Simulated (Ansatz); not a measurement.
## Σ3 (112) boundary in bcc Mo with Ta (substitutional): structure and resistance

Aim: the relaxed structure and the specific resistance of the Σ3 (112) boundary in bcc Mo with Ta (substitutional).

Calculated with Ansatz 0.2.0; Ansatz plane-wave DFT, PBE, PAW files; relaxation of a bicrystal slab with its lowest layers held; PAW set soft_1, in the first sound run; inputs show where later runs differ.

**1. Starting point**

The cell holds 15 atoms: 14 Mo and 1 Ta. Cell: a = 2.725 Å, b = 4.451 Å, c = 28.987 Å, α = 90.0°, β = 90.0°, γ = 90.0°. It derives from Mo. built on the (1 1 2) plane; 1 overlapping atoms removed and the grains opened by 0 Å. Vacuum lies along c.

**2. Relaxing the bicrystal**

The boundary is built by mirroring the lower grain in the boundary plane and removing any atoms that overlap; then the Ta is put in at the boundary. A thin bicrystal slab is relaxed first, with the lowest layers held and the upper grain free to shift and open.

input.yaml reads:

```yaml
crystal:
  lattice:
    - [2.7253819457, 0.0, 0.0]
    - [0.0, 4.4505300808, 0.0]
    - [0.0, 0.0, 28.9866031814]
  atoms:
    - { symbol: Mo, position: [0.9999999999, 0.0, 0.1724934781] }
    - { symbol: Mo, position: [0.3333333333, 0.5, 0.2168159315] }
    - { symbol: Mo, position: [0.6666666666, 0.0, 0.261138385] }
    - { symbol: Mo, position: [1.0, 0.5, 0.3054608384] }
    - { symbol: Mo, position: [0.3333333333, 0.0, 0.3497832919] }
    - { symbol: Mo, position: [0.6666666667, 0.5, 0.3941057453] }
    - { symbol: Ta, position: [0.0, 0.0, 0.4384281987] }
    - { symbol: Mo, position: [0.6666666667, 0.5, 0.4827506522] }
    - { symbol: Mo, position: [0.3333333333, 0.0, 0.5270731056] }
    - { symbol: Mo, position: [1.0, 0.5, 0.5713955591] }
    - { symbol: Mo, position: [0.6666666666, 0.0, 0.6157180125] }
    - { symbol: Mo, position: [0.3333333333, 0.5, 0.660040466] }
    - { symbol: Mo, position: [0.9999999999, 0.0, 0.7043629194] }
    - { symbol: Mo, position: [0.6666666666, 0.5, 0.7486853729] }
    - { symbol: Mo, position: [0.3333333332, 0.0, 0.7930078263] }
kpoints:
  mp_grid: { grid: [9, 5, 1] }
hamiltonian:
  xc: pbe
  pseudopotentials: { kind: paw, azcp: { folder: soft_1 } }
scf:
  occupations: { method: fermi_dirac, width: 0.1 }
relax:
  f_tol: 0.03
  max_steps: 80
  constraints: [{ sites: [0, 1, 2] }]
```

Command:

```console
$ ansatz run input.yaml --threads 4 --pin off --max-ram 15360MiB --backend cpu --events-out ev --progress --plain --runs-dir out
```

Numbers of over 12 decimals in the logs are rounded to 6 here.

The program printed:

```text
Engine: ansatz 0.2.0, aarch64-unknown-linux-gnu
Pseudopotentials: kind: paw
Pseudopotential: Mo, paw, valence charge 14, recommended cutoff 420 eV (normal), soft_1/Mo.paw.azcp
Pseudopotential: Ta, paw, valence charge 13, recommended cutoff 420 eV (normal), soft_1/Ta.paw.azcp
Functional definition: PBE
  parameter kappa = 0.804
  parameter beta = 0.066725
  exchange = pbe_x(kappa = kappa, mu = beta*pi^2/3)
  correlation = pbe_c(beta = beta)
Crystal: 15 atoms, lattice volume = 351.590 Å³
Basis set: ecut = 420 eV, 6951 PW (Γ), exchange–correlation on 40×60×400 points (8 copies of the dense FFT grid, shifted against one another)
Bands: 126, of which v1, the nominal top of the filled ones, is band 105 counted from 1 (104 counted from 0)
Symmetry: 2 space group operations
Space group: Pm (ITA 6), of the structure as read, at distance tolerance 7.1e-5 Å
k-points: 15 of 45 (time reversal used)
Non-local potential: Mo, projectors of the file, l = 0: 3, l = 1: 2, l = 2: 2, l = 3: 1
Non-local potential: Ta, projectors of the file, l = 0: 3, l = 1: 2, l = 2: 2, l = 3: 1
PAW form: soft (Blöchl's): semilocal exchange-correlation on the pseudo side does not see the compensation charge
PAW one-centre angular grid: Mo, 590 points (default); XC on 64 Gauss nodes
PAW one-centre angular grid: Ta, 590 points (default); XC on 64 Gauss nodes
Initial density: superposition of atomic densities (neutral atoms: chi_scale 0, normalization atom)
Initial wavefunctions: pseudopotential atomic-orbital guess
Functional: x = pbe(κ = 0.804, μ = 0.219515), c = pbe(β = 0.066725)
SCF iter   1: F=—  HF=-79326.241474 eV  |F-HF|=—  |Δ(HF+E_count)|=         —  Δρ=9.26e-2  dr2=2.76e2  ethr=3.10e-3  ⟨swp⟩=8.3  Hψ=8546  notcnv=0
preconditioner: auto → LDOS  [metal: Δε(μ)=0.019 eV  Ē_g=4.609 eV  σ=0.100 eV  W_gap=0.05  n_scr=78 (ndim 8)  ℏωp=18.7 eV  f_vac=0.281  D(μ)=9.09/eV (n_scr^D=48)  β→1.0]
SCF iter   2: F=—  HF=-79322.900924 eV  |F-HF|=—  |Δ(HF+E_count)|=    3.34e0  Δρ=7.99e-2  dr2=2.59e2  ethr=3.10e-3  ⟨swp⟩=7.5  Hψ=6315  notcnv=0  defer=2
SCF iter   3: F=—  HF=-79313.201308 eV  |F-HF|=—  |Δ(HF+E_count)|=    9.70e0  Δρ=1.32e-2  dr2=4.78e0  ethr=3.10e-3  ⟨swp⟩=7.4  Hψ=6194  notcnv=0  defer=5
SCF iter   4: F=—  HF=-79313.043506 eV  |F-HF|=—  |Δ(HF+E_count)|=   1.58e-1  Δρ=4.55e-3  dr2=1.45e-1  ethr=2.29e-3  ⟨swp⟩=2.7  Hψ=2587  notcnv=0  defer=1
SCF iter   5: F=—  HF=-79313.016190 eV  |F-HF|=—  |Δ(HF+E_count)|=   2.73e-2  Δρ=1.85e-3  dr2=1.02e-1  ethr=6.93e-5  ⟨swp⟩=4.0  Hψ=4164  notcnv=0  defer=1
SCF iter   6: F=—  HF=-79313.016283 eV  |F-HF|=—  |Δ(HF+E_count)|=   9.23e-5  Δρ=6.18e-4  dr2=3.03e-3  ethr=4.88e-5  ⟨swp⟩=1.1  Hψ=1949  notcnv=0
SCF iter   7: F=—  HF=-79313.016263 eV  |F-HF|=—  |Δ(HF+E_count)|=   1.94e-5  Δρ=2.80e-4  dr2=1.16e-3  ethr=1.45e-6  ⟨swp⟩=2.4  Hψ=2814  notcnv=0
SCF iter   8: F=—  HF=-79313.016437 eV  |F-HF|=—  |Δ(HF+E_count)|=   1.74e-4  Δρ=1.32e-4  dr2=1.08e-4  ethr=5.55e-7  ⟨swp⟩=2.1  Hψ=2295  notcnv=0
SCF iter   9: F=—  HF=-79313.016447 eV  |F-HF|=—  |Δ(HF+E_count)|=   1.01e-5  Δρ=6.21e-5  dr2=6.93e-5  ethr=5.15e-8  ⟨swp⟩=2.1  Hψ=2591  notcnv=0
SCF iter  10: F=-79313.016447 eV  HF=-79313.016448 eV  |F-HF|=1.29e-6  |Δ(HF+E_count)|=   1.10e-6  Δρ=1.59e-5  dr2=2.09e-6  ethr=1.08e-8  ⟨swp⟩=3.5  Hψ=6616  notcnv=0
SCF 1 converged in 10 iterations: F = -79313.016447 eV  dr2 = 2.09e-6
  greatest PAW one-centre occupation: 0.999 electrons in one spin orbital (limit 2), on the Ta atom at site 6 (counted from 0), in its partial waves of l = 0
relax step   1: F+E_penalty+E_count = -79313.01644701 eV  Δ(F+E_penalty+E_count) = +0.000e0 eV  max|allowed force component| = 1.532e0 eV/Å  Δτ_max = 0.0000 Å  (10 SCF iters, dr2 threshold 2.25e-5 eV, accepted)
Initial density: handed on by an earlier stage of this run
Initial wavefunctions: those handed on with the density
SCF iter   1: F=—  HF=-79313.518833 eV  |F-HF|=—  |Δ(HF+E_count)|=         —  Δρ=1.59e-2  dr2=7.49e0  ethr=3.10e-3  ⟨swp⟩=6.1  Hψ=4526  notcnv=0
preconditioner: auto → LDOS  [metal: Δε(μ)=0.041 eV  Ē_g=4.073 eV  σ=0.100 eV  W_gap=0.10  n_scr=78 (ndim 8)  ℏωp=18.7 eV  f_vac=0.288  D(μ)=11.61/eV (n_scr^D=74)  β→1.0]
SCF iter   2: F=—  HF=-79313.385400 eV  |F-HF|=—  |Δ(HF+E_count)|=   1.33e-1  Δρ=5.20e-3  dr2=2.28e-1  ethr=3.10e-3  ⟨swp⟩=2.1  Hψ=2385  notcnv=0
SCF iter   3: F=—  HF=-79313.364937 eV  |F-HF|=—  |Δ(HF+E_count)|=   2.05e-2  Δρ=3.27e-3  dr2=1.00e-1  ethr=1.09e-4  ⟨swp⟩=3.1  Hψ=4105  notcnv=0
SCF iter   4: F=—  HF=-79313.350694 eV  |F-HF|=—  |Δ(HF+E_count)|=   1.42e-2  Δρ=1.23e-3  dr2=1.05e-2  ethr=4.79e-5  ⟨swp⟩=2.0  Hψ=2618  notcnv=0
SCF iter   5: F=—  HF=-79313.348567 eV  |F-HF|=—  |Δ(HF+E_count)|=   2.13e-3  Δρ=2.81e-4  dr2=8.82e-4  ethr=5.04e-6  ⟨swp⟩=2.0  Hψ=2647  notcnv=0
SCF iter   6: F=—  HF=-79313.348440 eV  |F-HF|=—  |Δ(HF+E_count)|=   1.27e-4  Δρ=8.01e-5  dr2=5.50e-5  ethr=4.22e-7  ⟨swp⟩=2.0  Hψ=2637  notcnv=0
SCF iter   7: F=-79313.348435 eV  HF=-79313.348437 eV  |F-HF|=1.48e-6  |Δ(HF+E_count)|=   3.69e-6  Δρ=1.82e-5  dr2=3.35e-6  ethr=2.63e-8  ⟨swp⟩=4.1  Hψ=5932  notcnv=0
SCF 2 converged in 7 iterations: F = -79313.348435 eV  dr2 = 3.35e-6
relax step   2: F+E_penalty+E_count = -79313.34843510 eV  Δ(F+E_penalty+E_count) = -3.320e-1 eV  max|allowed force component| = 1.122e0 eV/Å  Δτ_max = 0.1959 Å  (7 SCF iters, dr2 threshold 1.00e-4 eV, accepted)
iter 1 solved again at ethr=1.56e-3 eV; its pass at ethr=3.10e-3 eV (dr2=3.27e0 eV) is discarded
SCF iter   1: F=—  HF=-79313.624175 eV  |F-HF|=—  |Δ(HF+E_count)|=         —  Δρ=1.72e-2  dr2=3.14e0  ethr=1.56e-3  ⟨swp⟩=1.0  Hψ=6868  notcnv=0
preconditioner: auto → LDOS  [metal: Δε(μ)=0.019 eV  Ē_g=4.042 eV  σ=0.100 eV  W_gap=0.05  n_scr=78 (ndim 8)  ℏωp=18.7 eV  f_vac=0.282  D(μ)=10.93/eV (n_scr^D=64)  β→1.0]
SCF iter   2: F=—  HF=-79313.547008 eV  |F-HF|=—  |Δ(HF+E_count)|=   7.72e-2  Δρ=7.34e-3  dr2=5.31e-1  ethr=1.50e-3  ⟨swp⟩=3.0  Hψ=3630  notcnv=0
SCF iter   3: F=—  HF=-79313.492824 eV  |F-HF|=—  |Δ(HF+E_count)|=   5.42e-2  Δρ=3.25e-3  dr2=1.04e-1  ethr=2.54e-4  ⟨swp⟩=2.6  Hψ=3636  notcnv=0
SCF iter   4: F=—  HF=-79313.480857 eV  |F-HF|=—  |Δ(HF+E_count)|=   1.20e-2  Δρ=6.39e-4  dr2=2.03e-3  ethr=4.99e-5  ⟨swp⟩=2.3  Hψ=2805  notcnv=0
SCF iter   5: F=—  HF=-79313.479737 eV  |F-HF|=—  |Δ(HF+E_count)|=   1.12e-3  Δρ=1.47e-4  dr2=1.96e-4  ethr=9.72e-7  ⟨swp⟩=3.0  Hψ=3883  notcnv=0
SCF iter   6: F=-79313.479707 eV  HF=-79313.479735 eV  |F-HF|=2.81e-5  |Δ(HF+E_count)|=   1.65e-6  Δρ=5.91e-5  dr2=3.88e-5  ethr=3.77e-8  ⟨swp⟩=3.1  Hψ=7542  notcnv=0
SCF 3 converged in 6 iterations: F = -79313.479707 eV  dr2 = 3.88e-5
relax step   3: F+E_penalty+E_count = -79313.47970681 eV  Δ(F+E_penalty+E_count) = -1.313e-1 eV  max|allowed force component| = 2.187e-1 eV/Å  Δτ_max = 0.1944 Å  (6 SCF iters, dr2 threshold 7.87e-5 eV, accepted)
[...]
relax step   4: F+E_penalty+E_count = -79313.50683838 eV  Δ(F+E_penalty+E_count) = -2.713e-2 eV  max|allowed force component| = 8.782e-2 eV/Å  Δτ_max = 0.1348 Å  (7 SCF iters, dr2 threshold 2.99e-6 eV, accepted)
[...]
relax step   5: F+E_penalty+E_count = -79313.50908138 eV  Δ(F+E_penalty+E_count) = -2.243e-3 eV  max|allowed force component| = 1.310e-1 eV/Å  Δτ_max = 0.0297 Å  (7 SCF iters, accepted)
[...]
relax step   6: F+E_penalty+E_count = -79313.51115463 eV  Δ(F+E_penalty+E_count) = -2.073e-3 eV  max|allowed force component| = 5.752e-2 eV/Å  Δτ_max = 0.0342 Å  (6 SCF iters, dr2 threshold 2.77e-6 eV, accepted)
[...]
relax step   7: F+E_penalty+E_count = -79313.51178112 eV  Δ(F+E_penalty+E_count) = -6.265e-4 eV  max|allowed force component| = 3.589e-2 eV/Å  Δτ_max = 0.0385 Å  (7 SCF iters, accepted)
[...]
relax step   8: F+E_penalty+E_count = -79313.51219855 eV  Δ(F+E_penalty+E_count) = -4.174e-4 eV  max|allowed force component| = 1.934e-2 eV/Å  Δτ_max = 0.0164 Å  (6 SCF iters, accepted)
SCF iter   1: F=—  HF=-79313.520927 eV  |F-HF|=—  |Δ(HF+E_count)|=         —  Δρ=4.33e-3  dr2=4.57e-2  ethr=1.93e-4  ⟨swp⟩=3.7  Hψ=3663  notcnv=0
preconditioner: auto → LDOS  [metal: Δε(μ)=0.032 eV  Ē_g=4.009 eV  σ=0.100 eV  W_gap=0.08  n_scr=78 (ndim 8)  ℏωp=18.7 eV  f_vac=0.277  D(μ)=11.03/eV (n_scr^D=64)  β→1.0]
SCF iter   2: F=—  HF=-79313.515957 eV  |F-HF|=—  |Δ(HF+E_count)|=   4.97e-3  Δρ=1.53e-3  dr2=9.86e-3  ethr=2.19e-5  ⟨swp⟩=2.0  Hψ=3560  notcnv=0
SCF iter   3: F=—  HF=-79313.513000 eV  |F-HF|=—  |Δ(HF+E_count)|=   2.96e-3  Δρ=3.93e-4  dr2=7.12e-4  ethr=4.72e-6  ⟨swp⟩=2.5  Hψ=3277  notcnv=0
SCF iter   4: F=—  HF=-79313.512790 eV  |F-HF|=—  |Δ(HF+E_count)|=   2.10e-4  Δρ=6.03e-5  dr2=3.11e-5  ethr=3.41e-7  ⟨swp⟩=3.0  Hψ=3857  notcnv=0
SCF iter   5: F=—  HF=-79313.512588 eV  |F-HF|=—  |Δ(HF+E_count)|=   2.02e-4  Δρ=2.54e-5  dr2=5.84e-6  ethr=1.49e-8  ⟨swp⟩=2.1  Hψ=2730  notcnv=0
SCF iter   6: F=—  HF=-79313.512587 eV  |F-HF|=—  |Δ(HF+E_count)|=   6.07e-7  Δρ=5.55e-6  dr2=1.47e-7  ethr=2.79e-9  ⟨swp⟩=2.7  Hψ=3371  notcnv=0
SCF iter   7: F=-79313.512588 eV  HF=-79313.512588 eV  |F-HF|=1.70e-8  |Δ(HF+E_count)|=   1.73e-7  Δρ=2.53e-6  dr2=4.80e-8  ethr=4.78e-11  ⟨swp⟩=5.3  Hψ=7116  notcnv=0
SCF 9 converged in 7 iterations: F = -79313.512588 eV  dr2 = 4.80e-8
relax step   9: F+E_penalty+E_count = -79313.51258753 eV  Δ(F+E_penalty+E_count) = -3.890e-4 eV  max|allowed force component| = 9.655e-3 eV/Å  Δτ_max = 0.0377 Å  (7 SCF iters, accepted)
SCF converged after 7 iterations
Free energy (F): -79313.512588 eV
Harris-Foulkes:  -79313.512588 eV  (|F-HF|=1.70e-8)
Internal energy: -79313.148506 eV  (E = F + TS)
E sigma→0 (E₀):  -79313.330547 eV
Entropy (-TS):   -0.364081 eV (-24.272 meV/atom)
Fermi energy:    12.762192 eV
--- Per-component energies (eV) ---
  E_band       = -2557.320105
  E_kinetic    = 6296.410881
  E_local      = -173271.443363  (includes V_loc(G=0)·N_el)
  E_nonlocal   = 2069.021216
  E_hartree    = 83996.312983
  E_xc         = -2783.017857
  E_vxc        = -3302.093875  (∫ρ·V_xc dr)
  E_paw        = -53271.456199  (= ΣΔE_a)
  E_vpaw       = -2341.867873  (= ΣTr[D̂ρ^β])
  E_aug_tail   = 0.000780  (compensation charges beyond the density's cutoff)
  E_ewald      = 57651.023053
  E_smearing   = -0.364081  (= −TS)
  E_closure    = 0.000000  (closes the sum)
  Σ components = -79313.512588   (vs F -79313.512588, Δ=0.00e0)
--- Forces (eV/Å), atoms counted from 1 ---
  atom   1  Mo    -0.03892831     0.00000000     1.48353399
  atom   2  Mo    -0.21535823    -0.00000000    -0.94096179
  atom   3  Mo     0.24420654     0.00000000    -0.53796886
  atom   4  Mo     0.00022075    -0.00000000    -0.00674117
  atom   5  Mo     0.00124558     0.00000000     0.00442225
  atom   6  Mo     0.00572733     0.00000000     0.00627175
  atom   7  Ta    -0.00575793    -0.00000000     0.00017270
  atom   8  Mo    -0.00202627     0.00000000    -0.00034528
  atom   9  Mo     0.00931684     0.00000000    -0.00220360
  atom  10  Mo    -0.00014205     0.00000000    -0.00856118
  atom  11  Mo     0.00107489    -0.00000000    -0.00735320
  atom  12  Mo     0.00414619    -0.00000000     0.00650372
  atom  13  Mo    -0.00592752    -0.00000000     0.00250616
  atom  14  Mo    -0.00004065    -0.00000000    -0.00892828
  atom  15  Mo     0.00215363     0.00000000     0.00965465
  max |Σ_I F_I| component: 8.92e-5 eV/Å
--- Relaxed structure (9 steps of the walk, 9 accepted, 0 SCFs on fresh bases) ---
  F+E_penalty+E_count = -79313.51258753 eV   max|allowed force component| = 9.655e-3 eV/Å
  atoms:
    - { symbol: Mo, position: [1.000000, 0.0, 0.1724934781] }
    - { symbol: Mo, position: [0.3333333333, 0.5, 0.2168159315] }
    - { symbol: Mo, position: [0.6666666666, 0.0, 0.261138385] }
    - { symbol: Mo, position: [0.992962, 0.5, 0.304874] }
    - { symbol: Mo, position: [0.336605, 0, 0.350533] }
    - { symbol: Mo, position: [0.637641, 0.5, 0.394303] }
    - { symbol: Ta, position: [0.037844, 0, 0.443313] }
    - { symbol: Mo, position: [0.710620, 0.5, 0.492550] }
    - { symbol: Mo, position: [0.395360, 0, 0.536076] }
    - { symbol: Mo, position: [1.044307, 0.5, 0.581377] }
    - { symbol: Mo, position: [0.719463, 0, 0.624683] }
    - { symbol: Mo, position: [0.388944, 0.5, 0.670678] }
    - { symbol: Mo, position: [1.064564, 0, 0.715176] }
    - { symbol: Mo, position: [0.706300, 0.5, 0.760290] }
    - { symbol: Mo, position: [0.370074, 0, 0.797697] }
```

Elapsed: 2.8 min, on 4 threads of Arm Neoverse V1, shared host; peak memory 1.3 GiB; 11 min of CPU time.

Step by step:

```
step  energy less that of the first step (eV)  largest force component (eV/Å)
   1                                   0.0000                          1.5324
   2                                  -0.3320                          1.1222
   3                                  -0.4633                          0.2187
   4                                  -0.4904                          0.0878
   5                                  -0.4926                          0.1310
   6                                  -0.4947                          0.0575
   7                                  -0.4953                          0.0359
   8                                  -0.4958                          0.0193
   9                                  -0.4961                          0.0097
```

Forces are held to the 2 operations that the run works with; a distortion that breaks them can't arise in this run.

The atoms that moved most (Å):

```
atom     dx     dy     dz  length
Mo13  0.176  0.000  0.313   0.359
Mo14  0.108  0.000  0.336   0.353
Mo12  0.152  0.000  0.308   0.344
Mo10  0.121  0.000  0.289   0.314
 Mo9  0.169  0.000  0.261   0.311
 Mo8  0.120  0.000  0.284   0.308
Mo11  0.144  0.000  0.260   0.297
 Ta7  0.103  0.000  0.142   0.175
```

Numbers from this step:

| Item | Value |
| --- | --- |
| free energy | -79313.5126 eV |
| energy at zero smearing | -79313.3305 eV |
| Fermi energy | 12.76 eV |

The largest force component on a free atom ends at 0.0097 eV/Å, under the tolerance of 0.03, after 9 steps.

(Part 1 of 2 ends here.)

[Logs are printed without paths, hosts, clocks, repeated set-up lines and the standing remarks that a program may print on its own settings, such as how far it seeks lower states.]

[Hosts, paths, dates, database ids (printed as entryN), source tags and the programs' standing remarks are cut or masked in the printed files.]
